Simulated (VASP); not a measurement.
# Au: relaxation of cell and atoms with PBEsol

Crystal: Au.

```xyz
1
Lattice="0.0000 2.0585 2.0585 2.0585 0.0000 2.0585 2.0585 2.0585 0.0000" Properties=species:S:1:pos:R:3 pbc="T T T"
Au    0.0000    0.0000    0.0000
```

* Program: VASP 6.6.1
* Task: relaxation of cell and atoms
* Functional: PBEsol
* Potentials or basis: VASP PAW PBE potentials, release 64 (Au)
* Cutoff: 580 eV
* k mesh: 18 × 18 × 18
* Occupations: gaussian, width 0.1 eV
* Spin: no spin polarisation
* Further INCAR settings: ALGO = Normal; EDIFF = 1e-07; IBRION = 2; EDIFFG = -0.005; NSW = 90; ISIF = 3

* Relaxed volume: 17.01 Å³/atom
* Relaxed cell: a = 2.887 Å, b = 2.887 Å, c = 2.887 Å, α = 60.00°, β = 60.00°, γ = 60.00°
* Space group after relaxing (to 0.05 Å): Fm-3m (No. 225)
* Energy gained by relaxing: 5.9 meV/atom
* Ionic steps: 3
* Pressure after relaxing: 0.0 GPa
* Band gap on the k mesh: none (metal or under the smearing width)

The path:
```csv
step,energy change (eV),largest force (eV/Å),pressure (GPa),volume (Å³)
1,0.0000,0.0000,-4.18,17.45
2,0.0106,0.0000,8.12,16.32
3,-0.0059,0.0000,-0.05,17.01
```

Final structure:
```xyz
1
Lattice="0.0000 2.0412 2.0412 2.0412 0.0000 2.0412 2.0412 2.0412 0.0000" Properties=species:S:1:pos:R:3 pbc="T T T"
Au    0.0000    0.0000    0.0000
```

Levels at points of the mesh, in eV from the Fermi level:
```
           k point  band 4  band 5  band 6  band 7  band 8  band 9
(0.00, 0.00, 0.00)   -4.66   -3.12   -3.12   14.53   18.53   18.53
(0.50, 0.00, 0.00)   -1.92   -1.92   -1.01    3.09   13.97   17.14
(0.50, 0.50, 0.00)   -1.59   -1.59    0.98    5.79    9.99    9.99
```

It took 20 s on 1 thread of Intel(R) Xeon(R) 6975P-C (Granite Rapids) (shared host), peak memory 0.17 GiB.

Caveat: the PAW data sets were made with another functional, which shifts forces and pressure a little. Spin-orbit coupling is left out, which matters for the levels of Au.
